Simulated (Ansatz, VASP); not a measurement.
**Si2C: VASP beside Ansatz**

```
Si C
1.0
     2.96214    0.00000    0.00000
    -1.48107    2.56529    0.00000
     0.00000    0.00000    4.26242
Si C
2 1
Direct
  0.33333 0.66667 0.72524
  0.66667 0.33333 0.27476
  0.00000 0.00000 0.00000
```

Alike in both runs: functional PBE; k mesh 18 × 18 × 12; occupations gaussian, width 0.1 eV; no spin polarisation.

Ansatz relaxed the structure, and its values are those at the end. VASP's run is a single point on that final structure, the one shown.

|  | VASP | Ansatz |
| --- | --- | --- |
| version | VASP 6.6.1 | Ansatz 0.2.0 |
| potentials or method | VASP PAW PBE potentials, release 64 (Si, C) | scalar-relativistic, plane waves, PAW |
| plane-wave cutoff (eV) | 520 | 420 |
| valence electrons in the cell | 12 | 12 |

```csv
,VASP,Ansatz,Ansatz less VASP
gap on the k mesh at the Fermi level (eV),none,none,-
pressure (GPa),0.0,0.0,-0.04
```

A gap of «none» marks a metal or a gap that the smearing closes.
